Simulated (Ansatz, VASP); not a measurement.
## Two plane-wave programs on Be

```xyz
2
Lattice="2.3570 0.0000 0.0000 -1.1785 2.0412 0.0000 0.0000 0.0000 3.6009" Properties=species:S:1:pos:R:3 pbc="T T T"
Be    0.0000    1.3608    0.9002
Be    1.1785    0.6804    2.7007
```

Change from the starting cell: strain +0.025 along x and y, +0.000 along z, atoms carried along.

Alike in both runs: task single point; functional PBEsol; k mesh 24 × 24 × 14; occupations gaussian, width 0.15 eV; no spin polarisation.

```csv
,VASP,Ansatz
version,VASP 6.6.1,Ansatz 0.2.0
potentials or method,"VASP PAW PBE potentials, release 64 (Be)","scalar-relativistic, plane waves, PAW"
plane-wave cutoff (eV),520,420
valence electrons in the cell,4,4
```

```csv
,VASP,Ansatz,Ansatz less VASP
gap on the k mesh at the Fermi level (eV),none,none,-
pressure (GPa),-9.9,-10.1,-0.29
largest component of the traceless stress (GPa),4.64,4.58,-0.057
```

A gap of «none» marks a metal or a gap that the smearing closes.

Caveats: the PAW data sets were made with another functional, which shifts forces and pressure a little (VASP).
